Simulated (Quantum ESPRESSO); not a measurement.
Input of a Quantum ESPRESSO 7.5 run:

Contents of run.py:

```python
import numpy as np
from ase.calculators.espresso import Espresso, EspressoProfile
from ase import Atoms

atoms = Atoms(['B', 'B', 'N', 'N'],
              cell=[[0.0, -1.813001, -1.813001], [-1.813001, 0.0, -1.813001], [1.813001, 1.813001, -3.626002]],
              scaled_positions=[[0.51185252, 0.49475475, 0.48825672], [0.02069998, 0.98515003, 0.00254072], [0.35294649, 0.37998179, 0.88148745], [0.86450101, 0.89011343, 0.37771511]],
              pbc=True)

input_data = {
    'control': {'calculation': 'scf', 'prefix': 'pwscf', 'outdir': './tmp', 'tprnfor': True, 'tstress': True, 'disk_io': 'nowf'},
    'system': {'ecutwfc': 60.0, 'ecutrho': 480.0, 'nbnd': 14, 'occupations': 'smearing', 'smearing': 'fd', 'degauss': 0.00367493},
    'electrons': {'conv_thr': 8e-10, 'electron_maxstep': 120, 'mixing_beta': 0.5},
}
pseudopotentials = {'N': 'N.pbe-n-radius_5.UPF', 'B': 'b_pbe_v1.4.uspp.F.UPF'}
profile = EspressoProfile(command='pw.x', pseudo_dir='pseudo')
dft = Espresso(profile=profile, input_data=input_data, pseudopotentials=pseudopotentials, kpts=(12, 12, 7), koffset=(0, 0, 0))
atoms.calc = dft

print(f'energy {atoms.get_potential_energy():.8f} eV')
print('forces (eV/A)')
print(np.round(atoms.get_forces(), 6))
print('stress (eV/A^3, Voigt)')
print(np.round(atoms.get_stress(), 8))
print(f'Fermi level {dft.get_fermi_level():.4f} eV')
```

Potentials or basis: SSSP 1.3 efficiency PBE.

Command:

```sh
$ OMP_NUM_THREADS=1 python run.py
```

Problem. What does it give for the largest force?

Solution. 2.583 eV/Å.

Problem. Estimate the band gap on the k mesh.

Solution. 3.69 eV.

Problem. Predict the pressure.

Solution. 0.8 GPa.

Stress tensor (GPa, compression positive):
```
 1.03 -0.93  0.86
-0.93  0.45 -0.83
 0.86 -0.83  0.79
```

Caveat: an odd mesh through Γ misses points on the zone boundary, where band edges often lie; forces of over 1 eV/Å show positions far from the minimum, so gaps and moduli don't describe the material at rest.
